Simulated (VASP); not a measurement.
Runs of VASP 6.6.1 on BN. It takes space group F-43m (No. 216, cubic). Conventional cell: a = 3.626 Å, b = 3.626 Å, c = 3.626 Å, α = 90.00°, β = 90.00°, γ = 90.00°. N (site symmetry -43m) has 4 B at 1.57 Å as nearest neighbours. B (site symmetry -43m) is surrounded by 4 N at 1.57 Å. The cell is a database's computed one.

```tsv
task	level	cell	k mesh	cutoff (eV)	smearing	grid for exact exchange (PRECFOCK)	exchange at q = 0	mesh quality	gap on the mesh (eV)	pressure (GPa)	relaxed volume (Å³/atom)
relaxation of cell and atoms	vdW-DF-cx	relaxed	13 × 13 × 13	600	fermi-dirac 0.05 eV	-	-	not flagged	4.49	0.0	(c)
relaxation of cell and atoms	vdW-DF2	relaxed	13 × 13 × 13	600	fermi-dirac 0.05 eV	-	-	not flagged	(b)	0.0	6.11
relaxation of cell and atoms	BEEF-vdW	relaxed	13 × 13 × 13	600	fermi-dirac 0.05 eV	-	-	not flagged	4.84	-0.1	-
band structure	r2SCANh	as given	7 × 7 × 7	520	fermi-dirac 0.05 eV	Fast	default	coarse	-	-6.8	-
single point	PBE	as given	13 × 13 × 13	520	gaussian 0.021 eV	-	-	not flagged	(a)	-0.2	-
```

Alike in all rows: potentials or basis VASP PAW PBE potentials, release 64 (N, B); no spin polarisation.

Problem. Estimate the missing entries.

Solution. (a) 4.52; (b) 5.15; (c) 5.92.

Caveats: some runs use coarse meshes; the PAW data sets were made with another functional, which shifts forces and pressure a little (some runs); an odd mesh through Γ misses points on the zone boundary, where band edges often lie (some runs); the relaxation stopped at its first step, so nothing moved (some runs); an unscreened hybrid on a path of extra k points without a Coulomb cutoff has errors near the mesh points, so the bands along the path aren't reliable (some runs).
